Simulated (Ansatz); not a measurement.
`CC(=O)[O][GeH3]` + H–F → `[F][GeH3]` + `CC(=O)O` at 400 K and 1 bar (ligand exchange at a Ge–O bond).

Computed with Ansatz on PBE0-D4/def2-TZVP structures; ΔE is electronic, products minus reactants. CBS: MP2 limit from def2 TZ/QZ plus the TZ coupled-cluster correction, frozen cores. This one scheme is used for every species. For Ge outer-core shells are correlated without core-valence functions, which leaves a few kJ/mol of doubt a bond. Scalar relativity is left out up to krypton. One conformer a species, not always the lowest.

```
          species  CCSD(T)/CBS energy (Eh)  H − E (kJ/mol)  S (J/(mol·K))
`CC(=O)[O][GeH3]`              -2306.19992           230.7          384.7
              H–F               -100.39570            36.5          182.2
      `[F][GeH3]`              -2177.72589            83.9          268.6
        `CC(=O)O`               -228.87529           185.0          309.7
```

H − E and S are ideal-gas, rigid-rotor, harmonic terms from PBE0-D4/def2-TZVP, for one conformer and one mirror image of each species. 1 Eh = 2625.50 kJ/mol, R = 8.31446 J/(mol·K).

Q: By hand: ΔE, ΔH, ΔS and ΔG.

A: ΔE = (-2177.72589) + (-228.87529) − (-2306.19992) − (-100.39570) = -0.00556 Eh = -14.6 kJ/mol. Δ(H − E) = 83.9 + 185.0 − 230.7 − 36.5 = 1.7, so ΔH = -12.9 kJ/mol. ΔS = 268.6 + 309.7 − 384.7 − 182.2 = 11.4 J/(mol·K). ΔG = -12.9 − 400 × (11.4)/1000 = -17.5 kJ/mol.

Q: By hand: the equilibrium constant, and the temperature at which ΔG would vanish if ΔH and ΔS stayed fixed.

A: log₁₀ K = −ΔG/(RT ln 10) = 2.3. ΔH and −TΔS have one sign here, so there is no such temperature.

TΔS isn't small against ΔH here. A doubt of 5 kJ/mol in ΔE shifts log₁₀ K by 0.7 here. Other conformers and mirror images would add mixing entropy, several J/(mol·K) or more a flexible species. These are equilibria of isolated gas molecules and say nothing of rates. Largest T1 diagnostic: 0.015 (customary marks: 0.02 for closed shells, 0.045 for open ones).

ΔS is within the doubt of such terms, so its sign, and with it that verdict, could turn.
